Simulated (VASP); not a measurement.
A run of VASP 6.6.1:

Contents of INCAR:

```
SYSTEM = ZrSe2
PREC = Accurate
ENCUT = 520
EDIFF = 1E-7
ISMEAR = 0
SIGMA = 0.05
LREAL = .False.
LASPH = .True.
NELM = 80
ALGO = Normal
ISIF = 4
LWAVE = .False.
LCHARG = .False.
LDIPOL = .True.
IDIPOL = 3
DIPOL = 0.5 0.5 0.500
GGA = CA
IBRION = 2
NSW = 100
EDIFFG = -0.003
```

Contents of KPOINTS:

```
Automatic mesh
0
Gamma
  12 12 1
  0 0 0
```

POSCAR

```
ZrSe2
1.0
    3.7980000000      0.0000000000      0.0000000000
   -1.8990000000      3.2891644800      0.0000000000
    0.0000000000      0.0000000000     21.0960000150
Se Zr
2 1
Direct
    0.6666666670      0.3333333330      0.4266211601
    0.3333333330      0.6666666670      0.5733788399
    0.0000000000      0.0000000000      0.5000000000
```

Potentials or basis: VASP PAW LDA potentials, release 64 (Se, Zr_sv).

The run is started by

```bash
$ cat potpaw_LDA.64/Se/POTCAR potpaw_LDA.64/Zr_sv/POTCAR > POTCAR
$ mpirun -np 1 vasp_std > vasp.out
```

Hardware: 1 thread of Intel(R) Xeon(R) Platinum 8488C (Sapphire Rapids) (shared host).

Estimate the wall time of this run.

Wall time 8.1 min on 1 thread of Intel(R) Xeon(R) Platinum 8488C (Sapphire Rapids) (shared host), peak memory 0.33 GiB. Counts: scf iterations 83, k points 19, ion steps 6.
